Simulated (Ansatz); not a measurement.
The system is CoO.

```
Co O
1.0
     1.60222    0.92504    2.56647
    -1.60222    0.92504    2.56647
     0.00000   -1.85008    2.56647
Co O
1 1
Direct
  0.99898 0.99898 0.99898
  0.75102 0.75102 0.75102
```

Measurements of this composition are mostly on another form, of space group No. 225.

```yaml
Program: Ansatz 0.2.0
Task: single point
Functional: PBEsol
Potentials_or_basis: all-electron LAPW, scalar-relativistic
Cutoff: 455 eV (chosen from the basis error)
Basis_error_allowed: 0.001 eV/atom
k_mesh: 10 × 10 × 10
Occupations: fermi-dirac, width 0.05 eV
Spin: collinear spin, ferromagnetic start
Starting_moments: "[2.0, 0.0] μB"
```

On this cell: pressure -7.9 GPa; largest force 0.215 eV/Å; net moment 2.78 μB per cell; site moments Co +2.36; O +0.32 μB; band gap on the k mesh none (metal or under the smearing width).

The same run follows on a disturbed copy (atoms moved at random, drawn with an rms of 0.05 Å):

```
Co O
1.0
     1.60222    0.92504    2.56647
    -1.60222    0.92504    2.56647
     0.00000   -1.85008    2.56647
Co O
1 1
Direct
  0.01272 0.00224 0.98224
  0.74686 0.76643 0.74039
```

Q: What changes?

A: The energy (extrapolated to zero smearing) moves by +2.1 meV/atom; pressure -7.8 GPa; largest force 0.259 eV/Å; net moment 2.78 μB per cell; site moments Co +2.36; O +0.32 μB; band gap on the k mesh none (metal or under the smearing width).

Forces on the atoms (eV/Å):
```
Co  -0.154 -0.069  0.196
O    0.154  0.069 -0.196
```

Stress tensor (GPa, compression positive):
```
-8.69  1.52  1.23
 1.52 -9.94  0.50
 1.23  0.50 -4.69
```

Caveats: a cell with one magnetic atom can't hold antiferromagnetic order, which such compounds often take; semilocal functionals often make such compounds metallic where correlation or magnetic order opens a gap, which also shifts bond lengths.
